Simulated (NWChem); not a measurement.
# C3H6O (acetone): PBE0/LANL2DZ, part 2 of 2

NWChem 7.3.0. Earlier steps stand in the parts before.

### 3 The doublet cation, same level

Contents of calc.nw:

```
start calc
title "C3H6O"
memory total 2200 mb
charge 1

geometry noautosym nocenter noautoz
   C       -0.763500       0.843700      -0.605500
   C        0.498000       0.046700      -0.400600
   C        0.525100      -0.866200       0.797100
   O        1.435000       0.134800      -1.154100
   H       -1.637300       0.186500      -0.611300
   H       -0.898500       1.540800       0.227000
   H       -0.707800       1.399400      -1.539600
   H       -0.233900      -1.646100       0.683600
   H        1.506700      -1.325600       0.895800
   H        0.276100      -0.314000       1.707400
end

basis "ao basis" spherical bse
   C library LANL2DZ
   O library LANL2DZ
   H library LANL2DZ
end

dft
   xc pbe0
   mult 2
   grid fine
   convergence energy 1e-08
   iterations 100
   mulliken
   print low
end

task dft energy
```

Command:

```
$ nwchem calc.nw > calc.out
```

What it wrote:

```text
Northwest Computational Chemistry Package (NWChem) 7.3.0
             --------------------------------------------------------

           Job information
           ---------------

    nwchem branch   = 7.3.0
    use scalapack   = T
    input           = calc.nw
    prefix          = calc.
    data base       = ./calc.db
    status          = startup
    nproc           =        1

           Memory information
           ------------------

    heap     =     72089598 doubles =      550.0 Mbytes
    stack    =     72089595 doubles =      550.0 Mbytes
    global   =    144179200 doubles =     1100.0 Mbytes (distinct from heap & stack)
    total    =    288358393 doubles =     2200.0 Mbytes
    verify   = yes
    hardfail = no

           Directory information
           ---------------------

  0 permanent = .
  0 scratch   = .

                                NWChem Input Module
                                -------------------

                                       C3H6O
                                       -----

 Scaling coordinates for geometry "geometry" by  1.889725989
 (inverse scale =  0.529177249)

                             Geometry "geometry" -> ""
                             -------------------------

 Output coordinates in angstroms (scale by  1.889725989 to convert to a.u.)

  No.       Tag          Charge          X              Y              Z
 ---- ---------------- ---------- -------------- -------------- --------------
    1 C                    6.0000    -0.76350000     0.84370000    -0.60550000
    2 C                    6.0000     0.49800000     0.04670000    -0.40060000
    3 C                    6.0000     0.52510000    -0.86620000     0.79710000
    4 O                    8.0000     1.43500000     0.13480000    -1.15410000
    5 H                    1.0000    -1.63730000     0.18650000    -0.61130000
    6 H                    1.0000    -0.89850000     1.54080000     0.22700000
    7 H                    1.0000    -0.70780000     1.39940000    -1.53960000
    8 H                    1.0000    -0.23390000    -1.64610000     0.68360000
    9 H                    1.0000     1.50670000    -1.32560000     0.89580000
   10 H                    1.0000     0.27610000    -0.31400000     1.70740000

      Atomic Mass
      -----------

      C                 12.000000
      O                 15.994910
      H                  1.007825

 Effective nuclear repulsion energy (a.u.)     119.9187222894

            Nuclear Dipole moment (a.u.)
            ----------------------------
        X                 Y               Z
 ---------------- ---------------- ----------------
    21.4349729159     2.0118022874   -17.2416709472

            XYZ format geometry
            -------------------
    10
 geometry
 C                    -0.76350000     0.84370000    -0.60550000
 C                     0.49800000     0.04670000    -0.40060000
 C                     0.52510000    -0.86620000     0.79710000
 O                     1.43500000     0.13480000    -1.15410000
 H                    -1.63730000     0.18650000    -0.61130000
 H                    -0.89850000     1.54080000     0.22700000
 H                    -0.70780000     1.39940000    -1.53960000
 H                    -0.23390000    -1.64610000     0.68360000
 H                     1.50670000    -1.32560000     0.89580000
 H                     0.27610000    -0.31400000     1.70740000

 ==============================================================================
                                internuclear distances
 ------------------------------------------------------------------------------
       center one      |      center two      | atomic units |  angstroms
 ------------------------------------------------------------------------------
    2 C                |   1 C                |     2.84627  |     1.50618
    3 C                |   2 C                |     2.84629  |     1.50619
    4 O                |   2 C                |     2.27827  |     1.20561
    5 H                |   1 C                |     2.06618  |     1.09338
    6 H                |   1 C                |     2.06770  |     1.09418
    7 H                |   1 C                |     2.05663  |     1.08832
    8 H                |   3 C                |     2.06768  |     1.09417
    9 H                |   3 C                |     2.05653  |     1.08827
   10 H                |   3 C                |     2.06627  |     1.09342
 ------------------------------------------------------------------------------
                         number of included internuclear distances:          9
 ==============================================================================

 ==============================================================================
                                 internuclear angles
 ------------------------------------------------------------------------------
        center 1       |       center 2       |       center 3       |  degrees
 ------------------------------------------------------------------------------
    2 C                |   1 C                |   5 H                |   110.61
    2 C                |   1 C                |   6 H                |   109.69
    2 C                |   1 C                |   7 H                |   110.13
    5 H                |   1 C                |   6 H                |   106.76
    5 H                |   1 C                |   7 H                |   110.08
    6 H                |   1 C                |   7 H                |   109.51
    1 C                |   2 C                |   3 C                |   116.36
    1 C                |   2 C                |   4 O                |   121.82
    3 C                |   2 C                |   4 O                |   121.82
    2 C                |   3 C                |   8 H                |   109.70
    2 C                |   3 C                |   9 H                |   110.13
    2 C                |   3 C                |  10 H                |   110.60
    8 H                |   3 C                |   9 H                |   109.52
    8 H                |   3 C                |  10 H                |   106.76
    9 H                |   3 C                |  10 H                |   110.07
 ------------------------------------------------------------------------------
                            number of included internuclear angles:         15
 ==============================================================================

                      Basis "ao basis" -> "" (spherical)
                      -----
  [basis functions not shown]

 Summary of "ao basis" -> "" (spherical)
 ------------------------------------------------------------------------------
       Tag                 Description            Shells   Functions and Types
 ---------------- ------------------------------  ------  ---------------------
 C                          LANL2DZ                  5        9   3s2p
 O                          LANL2DZ                  5        9   3s2p
 H                          LANL2DZ                  2        2   2s

                                 NWChem DFT Module
                                 -----------------

                                       C3H6O

  Caching 1-el integrals
   Time after variat. SCF:      0.3

     ---------------------------------------------
      Total Density - Mulliken Population Analysis
     ---------------------------------------------

    Atom       Charge   Shell Charges
 -----------   ------   -------------------------------------------------------
    1 C    6     6.76   2.00  0.84  0.69  2.78  0.45
    2 C    6     5.24   2.00  0.84  0.33  1.91  0.16
    3 C    6     6.76   2.00  0.84  0.69  2.78  0.45
    4 O    8     8.50   2.00  1.05  0.81  3.76  0.89
    5 H    1     0.63   0.42  0.21
    6 H    1     0.62   0.41  0.20
    7 H    1     0.63   0.42  0.20
    8 H    1     0.62   0.41  0.20
    9 H    1     0.63   0.42  0.20
   10 H    1     0.63   0.42  0.21

     --------------------------------------------
      Spin Density - Mulliken Population Analysis
     --------------------------------------------

    Atom       Charge   Shell Charges
 -----------   ------   -------------------------------------------------------
    1 C    6     0.22   0.00  0.00 -0.00  0.20  0.02
    2 C    6     0.16   0.00 -0.00  0.00  0.16  0.00
    3 C    6     0.22   0.00  0.00 -0.00  0.20  0.02
    4 O    8     0.34  -0.00  0.00 -0.00  0.28  0.06
    5 H    1     0.00   0.00  0.00
    6 H    1     0.01   0.00  0.00
    7 H    1     0.03   0.01  0.01
    8 H    1     0.01   0.00  0.00
    9 H    1     0.03   0.01  0.01
   10 H    1     0.00   0.00  0.00
   Time prior to 1st pass:      0.3

           Memory utilization after 1st SCF pass:
           Heap Space remaining (MW):       36.85            36848598
          Stack Space remaining (MW):       72.09            72088820

   convergence    iter        energy       DeltaE   RMS-Dens  Diis-err    time
 ---------------- ----- ----------------- --------- --------- ---------  ------
 d= 0,ls=0.0,diis     1   -192.3775293842 -3.12D+02  2.31D-02  2.83D-01     2.3
                                                     2.11D-02  3.63D-01
 d= 0,ls=0.0,diis     2   -191.8179186356  5.60D-01  1.83D-02  1.76D+00     3.9
                                                     1.40D-02  1.44D+00
 d= 0,ls=0.0,diis     3   -192.5372729039 -7.19D-01  1.90D-03  5.58D-03     5.5
                                                     2.62D-03  7.39D-03
 d= 0,ls=0.0,diis     4   -192.5411206239 -3.85D-03  1.12D-03  5.71D-03     7.1
                                                     9.04D-04  4.14D-03
 d= 0,ls=0.0,diis     5   -192.5439172815 -2.80D-03  4.89D-04  5.29D-04     8.8
                                                     5.99D-04  1.87D-04
  Resetting Diis
 d= 0,ls=0.0,diis     6   -192.5442780980 -3.61D-04  3.20D-04  1.33D-04    10.5
                                                     2.69D-04  4.87D-05
 d= 0,ls=0.0,diis     7   -192.5443606719 -8.26D-05  5.49D-05  2.46D-06    12.2
                                                     4.04D-05  1.40D-06
 d= 0,ls=0.0,diis     8   -192.5443633708 -2.70D-06  1.68D-05  6.86D-07    13.9
                                                     2.68D-05  1.61D-06
 d= 0,ls=0.0,diis     9   -192.5443642792 -9.08D-07  2.24D-05  7.93D-07    15.6
                                                     7.48D-06  1.11D-07
 d= 0,ls=0.0,diis    10   -192.5443646981 -4.19D-07  1.41D-05  1.01D-07    17.3
                                                     2.05D-05  3.67D-07
 d= 0,ls=0.0,diis    11   -192.5443649835 -2.85D-07  2.75D-06  1.05D-08    19.0
                                                     2.32D-06  8.54D-09
 d= 0,ls=0.0,diis    12   -192.5443649912 -7.70D-09  9.28D-07  1.81D-09    20.7
                                                     6.71D-07  5.50D-10

         Total DFT energy =     -192.544364991171
      One electron energy =     -489.028342083409
           Coulomb energy =      203.060608097801
    Exchange-Corr. energy =      -26.495353294959
 Nuclear repulsion energy =      119.918722289396

 Numeric. integr. density =       31.000001771930

     Total iterative time =     20.5s

     ---------------------------------------------
      Total Density - Mulliken Population Analysis
     ---------------------------------------------

    Atom       Charge   Shell Charges
 -----------   ------   -------------------------------------------------------
    1 C    6     6.66   2.00  0.72  0.77  2.75  0.42
    2 C    6     5.67   2.00  0.82  0.32  2.42  0.11
    3 C    6     6.66   2.00  0.72  0.77  2.75  0.42
    4 O    8     7.88   2.00  1.01  0.86  3.26  0.74
    5 H    1     0.69   0.49  0.20
    6 H    1     0.68   0.49  0.20
    7 H    1     0.69   0.50  0.19
    8 H    1     0.68   0.49  0.20
    9 H    1     0.69   0.50  0.19
   10 H    1     0.69   0.49  0.20

     --------------------------------------------
      Spin Density - Mulliken Population Analysis
     --------------------------------------------

    Atom       Charge   Shell Charges
 -----------   ------   -------------------------------------------------------
    1 C    6     0.14   0.00  0.01 -0.00  0.12  0.01
    2 C    6    -0.09  -0.00 -0.01 -0.02 -0.04 -0.02
    3 C    6     0.14   0.00  0.01 -0.00  0.12  0.01
    4 O    8     0.82  -0.00  0.02  0.00  0.68  0.12
    5 H    1    -0.00  -0.00 -0.00
    6 H    1    -0.00  -0.00 -0.00
    7 H    1    -0.00  -0.00 -0.00
    8 H    1    -0.00  -0.00 -0.00
    9 H    1    -0.00  -0.00 -0.00
   10 H    1    -0.00  -0.00 -0.00

     -------------------------------------------
      Total Density - Lowdin Population Analysis
     -------------------------------------------

    Atom       Charge   Shell Charges
 -----------   ------   -------------------------------------------------------
    1 C    6     6.29   1.99  0.60  0.42  2.46  0.83
    2 C    6     5.80   1.99  0.62  0.34  2.17  0.67
    3 C    6     6.29   1.99  0.60  0.42  2.46  0.83
    4 O    8     7.84   1.99  0.94  0.70  3.07  1.13
    5 H    1     0.79   0.47  0.32
    6 H    1     0.79   0.47  0.32
    7 H    1     0.81   0.48  0.33
    8 H    1     0.79   0.47  0.32
    9 H    1     0.81   0.48  0.33
   10 H    1     0.79   0.47  0.32

     ------------------------------------------
      Spin Density - Lowdin Population Analysis
     ------------------------------------------

    Atom       Charge   Shell Charges
 -----------   ------   -------------------------------------------------------
    1 C    6     0.13   0.00  0.01  0.00  0.11  0.01
    2 C    6    -0.05  -0.00 -0.01 -0.00 -0.02 -0.01
    3 C    6     0.13   0.00  0.01  0.00  0.11  0.01
    4 O    8     0.80   0.00  0.02 -0.00  0.66  0.13
    5 H    1    -0.00  -0.00 -0.00
    6 H    1    -0.00  -0.00 -0.00
    7 H    1    -0.00  -0.00 -0.00
    8 H    1    -0.00  -0.00 -0.00
    9 H    1    -0.00  -0.00 -0.00
   10 H    1    -0.00  -0.00 -0.00

     --------------------------
     Expectation value of S2:
     --------------------------
      <S2> =      0.7569 (Exact =     0.7500)

 Task  times  cpu:       20.7s     wall:       20.7s
 Total times  cpu:       20.7s     wall:       20.7s
```

It took 21 s on 1 thread of Intel Xeon Platinum 8259CL at 2.50GHz (Skylake/Cascade Lake), shared host; peak memory 0.12 GiB.

### 4 Summary of results

The summary covers parts 1 to 2.

At PBE0/LANL2DZ:

```
                                          quantity          value
                       singlet C3H6O: total energy  -192.89678 Eh
                      singlet C3H6O: dipole moment         3.28 D
                      doublet cation: total energy  -192.54436 Eh
                              doublet cation: ⟨S²⟩          0.757
vertical ionisation energy (to the doublet cation)       9.590 eV
```

The vertical ionisation energy comes to 9.59 eV (925 kJ/mol). At PBE0/LANL2DZ: The measured dipole moment is 2.88 D (NIST CCCBDB); the computed value is 0.40 D (14 %) too high.
